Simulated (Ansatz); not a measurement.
# Ni: reading a single point

```yaml
crystal:
  lattice:
    - [1.90702, 3.23008, 0.00000]
    - [1.90702, -3.23008, 0.00000]
    - [0.00000, 0.00000, -3.81487]
  atoms:
    - { symbol: Ni, position: [0.15490, 0.84510, 0.91900] }
    - { symbol: Ni, position: [0.34510, 0.65490, 0.41900] }
    - { symbol: Ni, position: [0.84510, 0.15490, 0.08100] }
    - { symbol: Ni, position: [0.65490, 0.34510, 0.58100] }
```

Method: PBE, no spin polarisation; PAW, plane waves to 420 eV, 10×10×8 Γ-centred mesh, fermi-dirac occupations (width 0.1 eV) (Ansatz 0.2.0), atoms fixed.

**Question.** Describe some of the short contacts.

**Answer.** Ni–Ni at 2.09 Å: least valence density 0.66 e/Å³ and ELF 0.23 there. These are pseudo-fields; inside the PAW spheres they differ from the all-electron ones.

**Question.** Metal or insulator?

**Answer.** It is a metal, with about 10 states/eV a cell as the mean within 0.25 eV of the Fermi level, mostly Ni d (97 %).

**Question.** Where is the largest force?

**Answer.** The largest is on Ni2 (and as large on other atoms): 0.53 eV/Å, components (0.00, -0.51, -0.17). It makes 145° with the line to a nearest neighbour, Ni4 at 2.09 Å, pointing away from it.

**Question.** Is the cell too large or too small?

**Answer.** The pressure is 21.5 GPa (compression positive), so with the atoms held at these fractions the cell would first expand. The principal stresses 16.4, 18.6, 29.4 GPa differ, so its shape would change too.

Origin: a known structure type with other elements, at an estimated volume, so it need not be a known compound. Caveats: no spin polarisation, so a magnetic state may lie lower; atoms or cell far from equilibrium.
